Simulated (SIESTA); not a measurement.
The system is CuO (Tenorite).

```xyz
4
Lattice="2.3447 -1.7134 0.0000 2.3447 1.7134 0.0000 -0.8606 0.0000 5.0594" Properties=species:S:1:pos:R:3 pbc="T T T"
Cu    0.7420   -0.8457    2.5297
Cu    1.1723    0.8457    0.0000
O     1.6421    0.2841    3.8133
O     2.0724   -0.2841    1.2836
```

Base run:

- Program: SIESTA 5.4.2
- Functional: BLYP
- Potentials or basis: PseudoDojo 0.4 standard (PBE files)
- Basis: DZP (energy shift 0.003 Ry; two zetas on semicore shells)
- Grid cutoff: 800 Ry
- Energy shift: 0.003 Ry
- k mesh: 10 × 10 × 5
- Occupations: fermi-dirac, width 0.05 eV
- Spin: no spin polarisation

Its results: band gap on the k mesh none (metal or under the smearing width); pressure 13.6 GPa; largest force 0.859 eV/Å.

Q: The run is repeated on the same cell with these changes: functional from BLYP to LDA; potentials or basis from PseudoDojo 0.4 standard (PBE files) to PseudoDojo 0.4 standard (LDA files). What comes out?

A: Band gap on the k mesh none (metal or under the smearing width); pressure -8.0 GPa; largest force 0.754 eV/Å.

Caveats: short orbitals over semicore shells can move pressures by several GPa; the basis of atomic orbitals isn't converged, which shifts pressures, moduli and gaps; the run has no spin polarisation, though such a crystal can be magnetic; semilocal functionals often make such compounds metallic where correlation or magnetic order opens a gap, which also shifts bond lengths; the potentials were made for another functional, which shifts forces and pressure (some runs).

Not every run made on this cell is shown here.
